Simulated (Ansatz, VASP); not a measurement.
## Cross-check of AgCl (Chlorargyrite) between VASP and Ansatz

Aim: how closely do two programs agree when they are given the same cell, functional and k mesh? The cell is taken from a series of VASP runs on this material, whose earlier steps may have relaxed, scaled or displaced it; both programs get it as it stands.

Main program and level: Ansatz 0.2.0; plane waves, with VASP 6.6.1 beside it; relaxation of cell and atoms at PBEsol with D3(BJ) and relaxation of cell and atoms at HSE06.

### Step 1. Set-up

The structure is cubic, space group Fm-3m (No. 225). Conventional cell: a = 5.371 Å, b = 5.371 Å, c = 5.371 Å, α = 90.00°, β = 90.00°, γ = 90.00°. Nearest to Ag lie 6 Cl at 2.69 Å. Cl has 6 Ag at 2.69 Å nearest. Farther neighbours and most contacts between anions are not listed.

### Step 2. Ansatz: relaxation of cell and atoms, PBEsol with D3(BJ)

Ansatz runs on its default PAW (the set named soft_2) files.

The relaxed volume is the usual yardstick between codes: its relative difference is about their pressure difference at one cell divided by the bulk modulus.

input.yaml reads:

```yaml
crystal:
  lattice:
    - [0.0, 2.685639173, 2.685639173]
    - [2.685639173, 0.0, 2.685639173]
    - [2.685639173, 2.685639173, 0.0]
  atoms:
    - { symbol: Ag, position: [0.0, 0.0, 0.0] }
    - { symbol: Cl, position: [0.5, 0.5, 0.5] }
hamiltonian:
  xc: pbesol
  pseudopotentials: { kind: paw }
  dispersion: d3bj
kpoints:
  mp_grid: { grid: [8, 8, 8] }
scf:
  occupations: { method: gaussian, width: 0.03 }
relax:
  f_tol: 0.01
  max_steps: 60
  cell: { stress_tol: 0.05 }
output:
  forces: true
  stress: true
```

Launch:

```
> ansatz run input.yaml --threads 4 --pin off --max-ram 9216MiB --backend cpu --events-out ev --progress --plain --runs-dir out
```

Numbers of over 12 decimals in the logs are rounded to 6 here.

Output:

```text
Engine: ansatz 0.2.0, aarch64-unknown-linux-gnu
Pseudopotentials: kind: paw
Pseudopotential: Ag, paw, valence charge 19, recommended cutoff 420 eV (normal), Ag.paw.azcp
Pseudopotential: Cl, paw, valence charge 7, recommended cutoff 420 eV (normal), Cl.paw.azcp
Functional definition: PBEsol
  exchange = pbesol_x
  correlation = pbesol_c
Crystal: 2 atoms, lattice volume = 38.741 Å³
Basis set: ecut = 420 eV, 749 PW (Γ), exchange–correlation on 54×54×54 points (8 copies of the dense FFT grid, shifted against one another)
Bands: 17, of which v1, the nominal top of the filled ones, is band 13 counted from 1 (12 counted from 0)
Symmetry: 48 space group operations
Space group: Fm-3m (ITA 225), of the structure as read, at distance tolerance 3.4e-5 Å
k-points: 29 of 512
Non-local potential: Ag, projectors of the file, l = 0: 3, l = 1: 2, l = 2: 2, l = 3: 1
Non-local potential: Cl, projectors of the file, l = 0: 2, l = 1: 2, l = 2: 2
PAW form: soft (Blöchl's): semilocal exchange-correlation on the pseudo side does not see the compensation charge
PAW frozen core: Ag, regenerated for the run's functional, and the local potential with it (the file was generated under x = pbe(κ = 0.804, μ = 0.219515), c = pbe(β = 0.066725))
PAW frozen core: Cl, regenerated for the run's functional, and the local potential with it (the file was generated under x = pbe(κ = 0.804, μ = 0.219515), c = pbe(β = 0.066725))
PAW one-centre angular grid: Ag, 590 points (default); XC on 64 Gauss nodes
PAW one-centre angular grid: Cl, 110 points (default); XC on 64 Gauss nodes
Initial density: superposition of atomic densities (neutral atoms: chi_scale 0, normalization atom), corrected by the library's trained network
Initial wavefunctions: pseudopotential atomic-orbital guess
Functional: x = pbesol(κ = 0.804, μ = 0.123457), c = pbesol(β = 0.046)
SCF iter   1: F=—  HF=-8584.414330 eV  |F-HF|=—  |Δ(HF+E_count)|=         —  Δρ=8.39e-3  dr2=2.83e-2  ethr=1.77e-3  ⟨swp⟩=5.8  Hψ=2402  notcnv=0
preconditioner: auto → none  [insulator: Δε(μ)=0.630 eV  Ē_g=11.209 eV  σ=0.030 eV  W_gap=1.00  n_scr=14 (ndim 8)  ℏωp=25.3 eV  f_vac=0.019  D(μ)=0.00/eV (n_scr^D=0)  ε∞_Penn≈6.1]
SCF iter   2: F=—  HF=-8584.406058 eV  |F-HF|=—  |Δ(HF+E_count)|=   8.27e-3  Δρ=2.56e-3  dr2=1.28e-3  ethr=1.09e-4  ⟨swp⟩=2.2  Hψ=1078  notcnv=0
SCF iter   3: F=—  HF=-8584.405712 eV  |F-HF|=—  |Δ(HF+E_count)|=   3.46e-4  Δρ=9.76e-4  dr2=2.48e-4  ethr=4.94e-6  ⟨swp⟩=2.1  Hψ=868  notcnv=0
SCF iter   4: F=—  HF=-8584.405664 eV  |F-HF|=—  |Δ(HF+E_count)|=   4.74e-5  Δρ=4.21e-4  dr2=3.29e-5  ethr=9.53e-7  ⟨swp⟩=2.0  Hψ=639  notcnv=0
SCF iter   5: F=—  HF=-8584.405669 eV  |F-HF|=—  |Δ(HF+E_count)|=   4.78e-6  Δρ=7.08e-5  dr2=8.92e-7  ethr=1.26e-7  ⟨swp⟩=1.0  Hψ=494  notcnv=0
SCF iter   6: F=-8584.405669 eV  HF=-8584.405669 eV  |F-HF|=1.14e-8  |Δ(HF+E_count)|=   1.72e-8  Δρ=8.10e-6  dr2=2.25e-8  ethr=3.85e-10  ⟨swp⟩=4.0  Hψ=1619  notcnv=0
SCF 1 converged in 6 iterations: F = -8584.405669 eV  dr2 = 2.25e-8
  greatest PAW one-centre occupation: 1.001 electrons in one spin orbital (limit 2), on the Ag atom at site 0 (counted from 0), in its partial waves of l = 0
relax step   1: F+E_penalty+E_count = -8584.40566902 eV  Δ(F+E_penalty+E_count) = +0.000e0 eV  max|allowed force component| = 3.123e-30 eV/Å  Δτ_max = 0.0000 Å  P = +0.083 GPa  Ω = 38.741 Å³  (6 SCF iters, dr2 threshold 1.00e-7 eV, accepted)
[...]
relax step   2: F+E_penalty+E_count = -8584.40567346 eV  Δ(F+E_penalty+E_count) = -4.442e-6 eV  max|allowed force component| = 5.144e-30 eV/Å  Δτ_max = 0.0000 Å  P = -0.002 GPa  Ω = 38.792 Å³  energy of the carried Pulay correction = -8.441e-6 eV  (3 SCF iters, dr2 threshold 1.71e-8 eV, accepted)
[...]
relax step   3: F+E_penalty+E_count = -8584.40568353 eV  Δ(F+E_penalty+E_count) = -1.007e-5 eV  max|allowed force component| = 1.635e-30 eV/Å  Δτ_max = 0.0000 Å  P = -0.002 GPa  Ω = 38.792 Å³  stress off target by 2.47e-3 GPa  SCF on the basis re-selected at this cell (its energy is not comparable with the rows above)  (4 SCF iters)
basis re-selected at this cell: Δ(F+E_penalty+E_count) = -1.007e-5 eV, ΔP = -0.000 GPa vs the last step (what re-selecting the basis moved, of the pressure what is left beyond the Pulay correction that the steps carried, after the strain that the cell walked since its last selection, with what the two solves' SCF thresholds leave and, on support functions, any second-order correction that the steps lacked; it is no m [...]
SCF converged after 4 iterations
Free energy (F): -8584.405684 eV
Harris-Foulkes:  -8584.405684 eV  (|F-HF|=0.00e0)
Internal energy: -8584.405684 eV  (E = F + TS)
E sigma→0 (E₀):  -8584.405684 eV
Fermi energy:    10.053763 eV
--- Per-component energies (eV) ---
  E_band       = -328.090212
  E_kinetic    = 690.004058
  E_local      = -3063.511693  (includes V_loc(G=0)·N_el)
  E_nonlocal   = 115.579672
  E_hartree    = 1348.640729
  E_xc         = -288.137032
  E_vxc        = -353.754866  (∫ρ·V_xc dr)
  E_paw        = -4479.768136  (= ΣΔE_a)
  E_vpaw       = -413.689192  (= ΣTr[D̂ρ^β])
  E_aug_tail   = 0.000398  (compensation charges beyond the density's cutoff)
  E_ewald      = -2907.001685
  E_disp       = -0.613167  (pairwise vdW)
  E_core_change = 0.401171  (= ΣΔE_core)
  E_smearing   = -0.000000  (= −TS)
  E_closure    = 0.000000  (closes the sum)
  Σ components = -8584.405684   (vs F -8584.405684, Δ=0.00e0)
--- Forces (eV/Å), atoms counted from 1 ---
  atom   1  Ag    -0.00000000    -0.00000000    -0.00000000
  atom   2  Cl     0.00000000    -0.00000000     0.00000000
  max |Σ_I F_I| component: 3.30e-30 eV/Å
--- Stress (GPa, compression-positive) ---
       -0.002467       0.000000       0.000000
        0.000000      -0.002467       0.000000
        0.000000       0.000000      -0.002467
  P = ⅓ Tr σ = -0.0025 GPa (-0.025 kbar)
--- Relaxed structure (2 steps of the walk, 2 accepted, 1 SCFs on fresh bases) ---
  F+E_penalty+E_count = -8584.40568353 eV   max|allowed force component| = 1.635e-30 eV/Å   (the final SCF, on the basis selected at the relaxed cell)
  cell:  # Å, volume = 38.7923 Å³
    - [0, 2.686821, 2.686821]
    - [2.686821, 0, 2.686821]
    - [2.686821, 2.686821, 0]
  atoms:
    - { symbol: Ag, position: [0, 0, 0] }
    - { symbol: Cl, position: [0.5, 0.5, 0.5] }
```

The job ended after 1.1 s (4 threads of Arm Neoverse V1, shared host; peak memory 0.31 GiB).

### Step 3. VASP: relaxation of cell and atoms, PBEsol with D3(BJ)

The same cell, functional, mesh and smearing now go to VASP, with its own data sets and cutoff.

Lines of VASP's logs that name or quote its potential files are left out, and so is its time.

INCAR reads:

```
SYSTEM = AgCl
PREC = Accurate
ENCUT = 450
EDIFF = 1E-06
NELM = 100
ISMEAR = 0
SIGMA = 0.03
LREAL = .FALSE.
ALGO = Normal
GGA = PS
IVDW = 12
NBANDS = 15
LORBIT = 11
LWAVE = .FALSE.
LCHARG = .FALSE.
KPAR = 2
IBRION = 2
NSW = 50
ISIF = 3
EDIFFG = -0.01
```

POSCAR reads:

```
AgCl
1.0
    0.0000000000      2.6856391730      2.6856391730
    2.6856391730      0.0000000000      2.6856391730
    2.6856391730      2.6856391730      0.0000000000
Ag Cl
1 1
Direct
    0.0000000000      0.0000000000      0.0000000000
    0.5000000000      0.5000000000      0.5000000000
```

KPOINTS reads:

```
Automatic mesh
0
Gamma
8 8 8
0 0 0
```

The projector-augmented-wave data sets are Ag and Cl (PBE family, release 64).

Launch:

```
> mpirun -np 2 vasp_std
```

Output:

```text
[banner, memory and clock lines left out]
running    2 mpi-ranks, on    1 nodes
 distrk:  each k-point on    1 cores,    2 groups
 distr:  one band on    1 cores,    1 groups

 POSCAR found type information on POSCAR AgCl
 POSCAR found :  2 types and       2 ions
|                                                                             |
|               ----> ADVICE to this user running VASP <----                  |
|                                                                             |
|     You enforced a specific xc type in the INCAR file but a different       |
|     [... a line on the potential file left out ...]
|     I HOPE YOU KNOW WHAT YOU ARE DOING!                                     |
|                                                                             |

 LDA part: xc-table for (Slater+PW92), standard interpolation
 POSCAR, INCAR and KPOINTS ok, starting setup
 FFT: planning ... GRIDC
 FFT: planning ... GRID_SOFT
 FFT: planning ... GRID
 WAVECAR not read
 entering main loop
       N       E                     dE             d eps       ncg     rms          rms(c)
DAV:   1     0.888915598619E+02    0.88892E+02   -0.80677E+03   926   0.963E+02
DAV:   2    -0.319065282155E+01   -0.92082E+02   -0.85656E+02  1059   0.218E+02
DAV:   3    -0.618685433960E+01   -0.29962E+01   -0.29888E+01  1045   0.420E+01
DAV:   4    -0.620602088917E+01   -0.19167E-01   -0.19164E-01  1122   0.373E+00
DAV:   5    -0.620625744365E+01   -0.23655E-03   -0.23655E-03  1087   0.401E-01    0.842E+00
DAV:   6    -0.605272098834E+01    0.15354E+00   -0.30165E-01  1075   0.766E+00    0.540E+00
DAV:   7    -0.604957316106E+01    0.31478E-02   -0.69105E-02  1024   0.186E+00    0.220E+00
DAV:   8    -0.604819297075E+01    0.13802E-02   -0.34823E-03  1003   0.655E-01    0.304E-01
DAV:   9    -0.604815544657E+01    0.37524E-04   -0.44046E-04  1164   0.262E-01    0.372E-02
DAV:  10    -0.604817177612E+01   -0.16330E-04   -0.20803E-05  1039   0.476E-02    0.156E-02
DAV:  11    -0.604817644018E+01   -0.46641E-05   -0.39887E-06  1031   0.175E-02    0.448E-03
DAV:  12    -0.604817639408E+01    0.46093E-07   -0.20171E-07   624   0.436E-03
   1 F= -.66620042E+01 E0= -.66620042E+01  d E =-.666200E+01
 curvature:   0.00 expect dE= 0.000E+00 dE for cont linesearch  0.000E+00
 trial: gam= 0.00000 g(F)=  0.330E-62 g(S)=  0.683E-07 ort = 0.000E+00 (trialstep = 0.100E+01)
 search vector abs. value=  0.684E-07
 reached required accuracy - stopping structural energy minimisation
```

OUTCAR, selected parts (step 3):

```text
ion  position               nearest neighbor table
   1  0.000  0.000  0.000-   2 2.69   2 2.69   2 2.69   2 2.69   2 2.69   2 2.69
   2  0.500  0.500  0.500-   1 2.69   1 2.69   1 2.69   1 2.69   1 2.69   1 2.69

  LATTYP: Found a face centered cubic cell.
 ALAT       =     5.3712783460

 Subroutine GETGRP returns: Found 48 space group operations
 (whereof 48 operations were pure point group operations)

The static configuration has the point symmetry O_h .

 Found     29 irreducible k-points:

   k-points           NKPTS =     29   k-points in BZ     NKDIM =     29   number of bands    NBANDS=     15

   dimension x,y,z NGX =    28 NGY =   28 NGZ =   28
   dimension x,y,z NGXF=    56 NGYF=   56 NGZF=   56

   ENCUT  =  450.0 eV  33.07 Ry    5.75 a.u.   6.57  6.57  6.57*2*pi/ulx,y,z

   NELECT =      18.0000    total number of electrons

 k-points in reciprocal lattice and weights: Automatic mesh
   0.00000000  0.00000000  0.00000000       0.002
   0.12500000  0.00000000  0.00000000       0.016
   0.25000000  0.00000000  0.00000000       0.016
   0.37500000  0.00000000  0.00000000       0.016
   0.50000000  0.00000000  0.00000000       0.008
   0.12500000  0.12500000  0.00000000       0.012
   0.25000000  0.12500000  0.00000000       0.047
   0.37500000  0.12500000  0.00000000       0.047
   0.50000000  0.12500000  0.00000000       0.047
[...]
-0.37500000  0.50000000  0.12500000       0.023
  -0.25000000  0.50000000  0.25000000       0.012

 average (electrostatic) potential at core
       1 -72.1306       2 -90.8625

 E-fermi :   5.1315

 k-point     1 :       0.0000    0.0000    0.0000
  band No.  band energies     occupation
    ...
      5       2.1339      2.00000
      6       2.1339      2.00000
      7       2.2562      2.00000
      8       2.2562      2.00000
      9       2.2562      2.00000
     10       5.7265      0.00000
     11      15.7075      0.00000
     12      15.7075      0.00000
     13      15.7075      0.00000
     14      16.9123      0.00000
    ...

 k-point     2 :       0.1250    0.0000    0.0000
  band No.  band energies     occupation
    ...
      5       2.1565      2.00000
      6       2.1565      2.00000
      7       2.4428      2.00000
      8       3.1289      2.00000
      9       3.1289      2.00000
     10       6.5158      0.00000
     11      14.2514      0.00000
     12      15.4016      0.00000
     13      15.4016      0.00000
     14      17.1335      0.00000
    ...

 k-point     3 :       0.2500    0.0000    0.0000
  band No.  band energies     occupation
    ...
      5       2.3193      2.00000
      6       2.3193      2.00000
      7       2.6247      2.00000
      8       4.0289      2.00000
      9       4.0289      2.00000
     10       7.8954      0.00000
     11      12.6352      0.00000
     12      14.0368      0.00000
     13      14.0368      0.00000
     14      17.2345      0.00000
    ...

 Edisp (eV)   -0.61383

  Total      -0.00097    -0.00097    -0.00097     0.00000     0.00000     0.00000
  in kB      -0.04016    -0.04016    -0.04016     0.00000     0.00000     0.00000
  external pressure =       -0.04 kB  Pullay stress =        0.00 kB

  energy-cutoff  :      450.00
  volume of cell :       38.74
      direct lattice vectors                 reciprocal lattice vectors
     0.000000000  2.685639173  2.685639173    -0.186175420  0.186175420  0.186175420
     2.685639173  0.000000000  2.685639173     0.186175420 -0.186175420  0.186175420
     2.685639173  2.685639173  0.000000000     0.186175420  0.186175420 -0.186175420

 POSITION                                       TOTAL-FORCE (eV/Angst)
 -----------------------------------------------------------------------------------
      0.00000      0.00000      0.00000         0.000000     -0.000000     -0.000000
      2.68564      2.68564      2.68564         0.000000      0.000000      0.000000
 -----------------------------------------------------------------------------------
    total drift:                                0.000000      0.000000      0.000000

  FREE ENERGIE OF THE ION-ELECTRON SYSTEM (eV)
  ---------------------------------------------------
  free  energy   TOTEN  =        -6.6620042135 eV

  energy  without entropy=       -6.6620042135  energy(sigma->0) =       -6.66200421

 reached required accuracy - stopping structural energy minimisation

 total charge
# of ion       s       p       d       tot
------------------------------------------
    1        0.229   0.179   9.360   9.768
    2        1.595   3.449   0.000   5.044
--------------------------------------------------
tot          1.824   3.629   9.360  14.812

[... 3 further parts left out ...]
```

The gap is read on the k-mesh alone, so it is an upper bound where the band edges lie off the mesh.

### Step 4. Side by side

Known differences besides the potentials themselves: both relaxations stop at a tolerance, which leaves soft axes loose, and VASP keeps its plane-wave basis; the data sets hold 26 valence electrons in Ansatz (default PAW (the set named soft_2) files) and 18 in VASP; the cutoff is 420 eV in Ansatz and 450 eV in VASP; Ansatz makes its cores anew for this functional, VASP keeps those of its PBE data sets; VASP leaves aspherical gradient terms in its spheres out (LASPH is not set), Ansatz keeps them; Ansatz adds a Pulay correction to the stress that steers its cell, VASP none. Total energies have different zeros and are not compared.

Both answers:

| quantity | Ansatz | VASP | difference |
| --- | --- | --- | --- |
| volume (Å³) | 38.79 | 38.74 | +0.13 % |
| edge a after relaxation, in the typed setting (Å) | 3.800 | 3.798 | +0.04 % |

The walks stopped with 0.00 GPa left in Ansatz and 0.00 GPa in VASP; each walk ends within a tolerance, so the volume difference is uncertain by about these residues over the bulk modulus, most in soft cells.

[end of part 1 of 2]

[Lines on the potential files, build, host, timing and source positions are cut from VASP's logs without a mark.]

[Logs are printed without paths, hosts, clocks, repeated set-up lines and the standing remarks that a program may print on its own settings, such as how far it seeks lower states.]

[Hosts, paths, dates, database ids (printed as entryN), source tags and the programs' standing remarks are cut or masked in the printed files.]
